**Q:** I expected the empty level of this anatase crystal to climb the farther I move from the centre of the zone. Point 7 spoils that.

GPAW 26.7.0 calculation with PBE+U (U = 7 eV on Ti d), without spin polarisation, for anatase TiO₂ at 0.96 of its starting volume. It uses GPAW PAW data sets (gpaw-data 1.2.1), a 650 eV plane-wave cutoff, a 7×7×7 k mesh and Fermi-Dirac smearing of 0.01 eV. Levels are counted from the valence top and numbered outwards from the gap.

| point a (reciprocal cell vector) | point b (reciprocal cell vector) | point c (reciprocal cell vector) | level under 4 (eV) | level under 3 (eV) | level under 2 (eV) | level under 1 (eV) | level over 1 (eV) | level over 2 (eV) |
| --- | --- | --- | --- | --- | --- | --- | --- | --- |
| 0.0000 | 0.0000 | 0.0000 | -0.728 | -0.728 | -0.534 | -0.534 | 3.547 | 4.530 |
| 0.1429 | -0.1429 | 0.0000 | -1.254 | -1.117 | -0.793 | -0.346 | 4.261 | 4.583 |
| 0.1429 | 0.0000 | 0.0000 | -0.916 | -0.848 | -0.692 | -0.532 | 3.947 | 4.593 |
| 0.2857 | -0.2857 | 0.2857 | -1.343 | -1.055 | -0.988 | -0.919 | 4.640 | 4.998 |
| 0.2857 | 0.0000 | 0.0000 | -1.449 | -0.915 | -0.828 | -0.638 | 4.570 | 4.714 |
| 0.4286 | -0.4286 | 0.0000 | -2.479 | -1.662 | -0.238 | 0.000 | 4.814 | 5.067 |
| 0.4286 | 0.4286 | -0.4286 | -1.330 | -1.330 | -0.183 | -0.183 | 3.906 | 4.124 |

**A:** First translate the coordinates into directions. Point 1 is the zone centre, where every unit cell carries the same phase. Points 2 and 6 lie on the line to X, in the plane of the two equal axes a, and point 7 lies on the line to Z, along the long axis c. "Level over 1" is the lowest empty level and "level under 1" the highest filled one, both counted from the valence top. Now compare points 2 and 7.

**Q:** Point 2 is closer to the centre, only about 0.6 times as far out as point 7. Yet its empty level has risen by 0.71 eV, against 0.36 eV at point 7. So direction matters more than distance?

**A:** Between these two, yes, and the reason lies in the orbital. The bottom of the empty bands in TiO₂ is made of titanium d orbitals whose lobes point between the oxygens. Two of these, d_xz and d_yz, would have to appear at the zone centre as a pair of equal energy. The lowest empty level there is single, which leaves d_xy, the one lying flat in the plane.

**Q:** Why should a flat orbital care about direction?

**A:** Take an oxygen between two titanium atoms that are neighbours along a. At the zone centre both titanium atoms carry d_xy with the same sign, so the lobes that face the oxygen from left and right have opposite signs. The oxygen p orbital that could mix with them gains as much overlap on one side as it loses on the other. The mixing cancels, and the titanium level stays low.

Move in the plane, and the phase changes from one titanium to the next along a. The cancellation is then incomplete, oxygen p mixes in, and the empty level, being the antibonding partner, is pushed up. Move along c instead, and neighbours along a keep equal phases, so the cancellation survives. This is symmetry and overlap reasoning; the table shows the steep and the gentle rise that it leads to. Farther out in the plane the climb slows: point 6 is three times as far from the centre as point 2, yet its level has risen by only 1.27 eV. Other titanium d orbitals, which this mixing lifts less, have probably become the lowest there.

**Q:** If the cancellation survives along c, why does the level rise there at all?

**A:** Because titanium atoms in successive layers, about 3.0 Å apart, still overlap a little with each other. A simpler system shows what follows: a chain of identical atoms described with a cell of two atoms. Its single band appears folded into two, widely split at the zone centre and meeting at the zone edge. In anatase a screw axis, a quarter turn with a shift of c/4, carries each titanium layer into the next, as a shift by one atom does in the chain. The likeness holds only along c, since the chain has no oxygen to mix in sideways.

**Q:** Can that be turned into a number?

**A:** Each titanium has two nearest titanium neighbours a height c/4 above it and two at c/4 below. Call the coupling to each of them t, the energy of the uncoupled orbital e, and the wave number along c k. Adding the four phases gives the energies e ± 4t cos(kc/4), so the splitting shrinks as cos(kc/4) and vanishes at Z, where the angle reaches 90°.

At point 1 the two lowest empty levels are 4.530 − 3.547 = 0.983 eV apart. Point 7 is 6/7 of the way to Z, so the angle is about 77° and its cosine 0.22. The predicted splitting is therefore about 0.22 eV, and the table has 4.124 − 3.906 = 0.218 eV.

**Q:** That is very close. Did point 7 help to set the coupling?

**A:** No, point 1 alone sets it. The estimate does assume that the second empty level at point 1 is the d_xy partner of the first; the agreement supports this, though another orbital at that energy would look the same in the table. The model also keeps the midpoint of the two levels fixed, whereas it drops by about 0.02 eV. The printed output below gives the comparison.

**Q:** So point 7 is low because only the weak coupling between layers acts there. But its vertical gap, from filled to empty level, is almost the same as at the centre. Does nothing happen to the filled levels?

**A:** They move too: the highest filled level rises by 0.35 eV between points 1 and 7, almost exactly as much as the empty one. The gap looks unchanged because two shifts offset each other, one in levels that are mainly oxygen p and one in titanium d.

**Q:** The filled levels come in equal pairs at points 1 and 7 and nowhere else. Is that the oxygen?

**A:** Yes. A quarter turn about c, combined with a shift along c, carries oxygen p_x orbitals into p_y orbitals. A wave running along c is unaffected by the turn, so the two kinds must have equal energies. A wave with a part in the plane singles out a direction and splits them.

**Q:** On the way to X they do more than split. The four highest filled levels span 0.19 eV at point 1 and 2.48 eV at point 6, and the top one becomes the valence maximum.

**A:** Some oxygen combinations can now mix with d_xy, which had no oxygen partner at the centre, and as the bonding partners they should sink. The top one rises, probably because neighbouring oxygen p orbitals meet there with opposing signs and repel. Both steps are argued, not computed, and the second is the less certain; the orbital make-up of the levels would test them. Leaving the centre is not enough by itself, for at points 4 and 5 the highest filled level lies lower than at point 1.

**Q:** Then the gap is indirect because the two edges obey different rules. The empty level is lowest where titanium–oxygen mixing cancels and the coupling between layers lowers it most, and the filled level is highest near X.

**A:** Yes. The indirect gap is 3.55 eV, while the smallest direct gap on the whole mesh is 3.97 eV. Light absorption between these energies needs help from lattice vibrations and is weak. The true valence maximum may fall between mesh points, which would make the indirect gap slightly smaller.

**Q:** Could I use 3.55 eV for a real film?

**A:** No. The cell is squeezed to 0.96 of its starting volume and the calculation puts it under about 23 GPa, with the oxygens not relaxed. The Hubbard term of 7 eV also pushes the titanium levels up, so the size of the gap depends on that choice. What you can use is the direction: the steep rise in the plane means lighter electrons there than along c. In an electron-conducting anatase layer, band motion therefore favours current within the a–a plane, as long as the lattice does not trap the electrons.

Output of the analysis:

```
Points and levels (k in 1/angstrom and energies in eV):
     row  k in plane  k along c  empty level above its minimum  vertical gap  spread of four filled levels
     0.0           0          0                              0         4.081                         0.194
  0.1429      0.3399          0                          0.714         4.607                         0.908
  0.1429      0.2403    0.09569                            0.4         4.479                         0.384
  0.2857       0.961          0                          1.093         5.559                         0.424
  0.2857      0.4805     0.1913                          1.023         5.208                         0.811
  0.4286       1.019          0                          1.267         4.814                         2.479
  0.4286           0      0.574                          0.359         4.089                         1.147
Lattice constant a (angstrom): 3.736
Lattice constant c (angstrom): 9.383
Nearest Ti-Ti distance (angstrom): 2.999
Point 7, way from the centre to Z (percent): 85.72
Point 6, way from the centre to X (percent): 85.72
Rise of the empty level, point 2 over point 7 (ratio): 1.989
Length of k, point 2 over point 7 (ratio): 0.5921
Splitting of the two lowest empty levels, point 1 (eV): 0.983
Splitting of the two lowest empty levels, point 7 (eV): 0.218
Splitting at point 7 estimated from point 1 (eV): 0.2187
Midpoint of the two empty levels, point 7 less point 1 (eV): -0.0235
Highest filled level, point 7 less point 1 (eV): 0.351
Vertical gap, point 7 less point 1 (eV): 0.008
Indirect gap from the listed points (eV): 3.547
Vertical gap at point 1 less indirect gap (eV): 0.534
Smallest direct gap of the whole mesh less indirect gap (eV): 0.422
```
